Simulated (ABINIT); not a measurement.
BaTiO3 (Barioperovskite):

```xyz
5
Lattice="3.9855 0.0000 0.0000 0.0000 2.8369 2.8451 0.0000 -2.8369 2.8451" Properties=species:S:1:pos:R:3 pbc="T T T"
Ba    0.0000    0.0000    0.0000
Ti    1.9928    0.0000    2.9157
O     1.9928    1.3804    4.2594
O     1.9928   -1.3804    4.2594
O     0.0000    0.0000    2.7735
```

```yaml
Program: ABINIT 10.8.3 (patched build)
Task: single point
Functional: PBE
Potentials_or_basis: JTH PAW PBE v2.0
Cutoff: 626 eV
k_mesh: 7 × 7 × 7
Occupations: fermi-dirac, width 0.05 eV
Spin: no spin polarisation
```

On this cell: pressure 3.5 GPa; largest force 0.265 eV/Å; band gap on the k mesh 1.94 eV, indirect (least direct gap 2.07 eV).

The same run follows on a disturbed copy (atoms moved at random, drawn with an rms of 0.05 Å):

```xyz
5
Lattice="3.9855 0.0000 0.0000 0.0000 2.8369 2.8451 0.0000 -2.8369 2.8451" Properties=species:S:1:pos:R:3 pbc="T T T"
Ba    0.0021   -0.0176    0.0169
Ti    2.0084   -0.0190    2.9397
O     1.9943    1.3448    4.2117
O     2.0598   -1.4399    4.3012
O     0.0209   -0.0364    2.8232
```

Q: What does the disturbed cell give?

A: The energy moves by +2.9 meV/atom; pressure 4.1 GPa; largest force 0.643 eV/Å; band gap on the k mesh 1.96 eV, indirect (least direct gap 2.14 eV).

Forces in eV/Å, atoms in the order of the input:
```
Ba   0.128 -0.095  0.176
Ti  -0.042  0.175  0.051
O    0.059  0.088  0.323
O   -0.273  0.064 -0.579
O    0.127 -0.231  0.029
```

Stress tensor (GPa, compression positive):
```
 4.06  0.04 -0.03
 0.04  4.29  1.22
-0.03  1.22  4.08
```

Caveats: this set's barium file shifts pressures by 1.5 GPa and gaps by 0.1 eV against other sets; spin-orbit coupling is left out, which moves the levels of the heavy elements; an odd mesh through Γ misses points on the zone boundary, where band edges often lie; the atomic spheres overlap.
